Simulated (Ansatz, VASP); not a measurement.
One calculation of Pt, two programs

File POSCAR:

```
Pt
1.0
    0.0000000000      1.9501933742      1.9501933742
    1.9501933742      0.0000000000      1.9501933742
    1.9501933742      1.9501933742      0.0000000000
Pt
1
Direct
    0.0000000000      0.0000000000      0.0000000000
```

File INCAR.step1:

```
SYSTEM = Pt
PREC     = Accurate       ! precision mode
ENCUT    = 520            ! plane-wave cutoff, eV
ISMEAR   = 0              ! smearing method
SIGMA    = 0.1            ! smearing width, eV
LREAL    = .FALSE.        ! projectors in reciprocal space
LASPH    = .TRUE.         ! aspherical terms in the spheres
NELM     = 100            ! most SCF steps
NBANDS   = 11             ! bands
GGA      = PE             ! functional
ALGO     = Normal         ! electronic algorithm
EDIFF    = 1E-4           ! SCF threshold, eV
LWAVE    = .TRUE.         ! write WAVECAR
LCHARG   = .FALSE.        ! write CHGCAR
```

INCAR.step2

```
SYSTEM = Pt
PREC     = Accurate       ! precision mode
ENCUT    = 520            ! plane-wave cutoff, eV
EDIFF    = 1E-6           ! SCF threshold, eV
ISMEAR   = 0              ! smearing method
SIGMA    = 0.1            ! smearing width, eV
LREAL    = .FALSE.        ! projectors in reciprocal space
LASPH    = .TRUE.         ! aspherical terms in the spheres
NELM     = 100            ! most SCF steps
ALGO     = Normal         ! electronic algorithm
ISIF     = 2              ! what is computed and relaxed
LWAVE    = .FALSE.        ! write WAVECAR
LCHARG   = .TRUE.         ! write CHGCAR
METAGGA  = R2SCAN         ! meta-GGA
LMIXTAU  = .TRUE.       
LELF     = .TRUE.         ! ELF
LVHAR    = .TRUE.       
NBANDS   = 11             ! bands
ISTART   = 1
```

Contents of KPOINTS:

```
Automatic mesh
0
G
  18 18 18
  0 0 0
```

Input for Ansatz:

```yaml
crystal:
  lattice:
    - [0.0, 1.9501933741, 1.9501933741]
    - [1.9501933741, 0.0, 1.9501933741]
    - [1.9501933741, 1.9501933741, 0.0]
  atoms:
    - { symbol: Pt, position: [0.0, 0.0, 0.0] }
basis:
  ecutwfc: 500
kpoints:
  mp_grid: { grid: [18, 18, 18] }
hamiltonian:
  xc: r2scan
scf:
  occupations: { method: gaussian, width: 0.1 }
output:
  forces: true
  stress: true
  eigenvalues: true
```

Alike in both runs: task single point; functional r2SCAN; k mesh 18 × 18 × 18; occupations gaussian, width 0.1 eV; no spin polarisation.

|  | VASP | Ansatz |
| --- | --- | --- |
| version | VASP 6.6.1 | Ansatz 0.2.0 |
| potentials or method | VASP PAW PBE potentials, release 64 (Pt) | scalar-relativistic, plane waves, PAW |
| plane-wave cutoff (eV) | 520 | 500 |
| valence electrons in the cell | 10 | 18 |

```csv
,VASP,Ansatz,Ansatz less VASP
gap on the k mesh at the Fermi level (eV),none,none,-
pressure (GPa),9.9,9.0,-0.87
```

A gap of «none» marks a metal or a gap that the smearing closes. The two sets of potentials don't hold the same shells in valence.

Caveats: the PAW data sets were made with another functional, which shifts forces and pressure a little (VASP). Spin-orbit coupling is left out, which matters for the levels of Pt.
